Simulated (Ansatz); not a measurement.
Computed properties of NiO

```
Ni O
1.0
     0.00000    2.09131    2.09131
     2.09131    0.00000    2.09131
     2.09131    2.09131    0.00000
Ni O
1 1
Cartesian
  0.0000 0.0000 0.0000
  2.0913 2.0913 2.0913
```

Atom numbers follow the list: Ni1, O2.

The cell is COD entry 4320487, as deposited and not checked against the literature; nothing was relaxed.

Semilocal functionals without U often leave such compounds metallic or with too small a gap, and the real magnetic order may differ.

Other magnetic orders may lie lower; this is the state that the run reached.

All numbers are computed: DFT, PBE, all-electron LAPW, scalar-relativistic (Ansatz 0.2.0); DFT, PBE, PAW with Ansatz's default frozen-core files, scalar-relativistic (Ansatz 0.2.0); DFT, PBE, all-electron PAW with datasets made for the crystal, scalar-relativistic (Ansatz 0.2.0).

For LAPW: a Γ-centred 15×15×15 k mesh, Fermi–Dirac smearing of 0.03 eV, basis error target 0.25 meV/atom, spin-polarised from start moments Ni1 1.5 μB. PAW takes a cutoff of 420 eV at this cell. The crystal-made all-electron datasets (AE datasets) take a cutoff of 420 eV at this cell. The Ansatz runs share mesh, smearing and spin set-up. Values come from LAPW unless marked.

```json
{
  "Band gap": "none: bands cross the Fermi level, a metal",
  "Contact hyperfine fields (crystal-made datasets)": "Ni1 -7.4, O2 21.3 T, core polarisation included, positive along the moment of the spin-up electrons",
  "Moments in the spheres": "Ni1 1.49, O2 0.29 μB",
  "Density of states at the Fermi level (0.2 eV bin)": "1.10 states/eV per cell",
  "Löwdin charges (with 0.12 e of the cell spilling out of the atomic basis, so their sizes and signs hang on that basis)": "Ni1 1.09, O2 -0.97 e",
  "Volume per atom": "9.15 Å³"
}
```

Pressure at this cell: what does the calculation give?

4.71 GPa.

Give the computed value. Moment of the cell.

1.79 μB.

Predict this quantity. Bader charges (from the PAW run).

Ni1 +1.14, O2 -1.14 e.
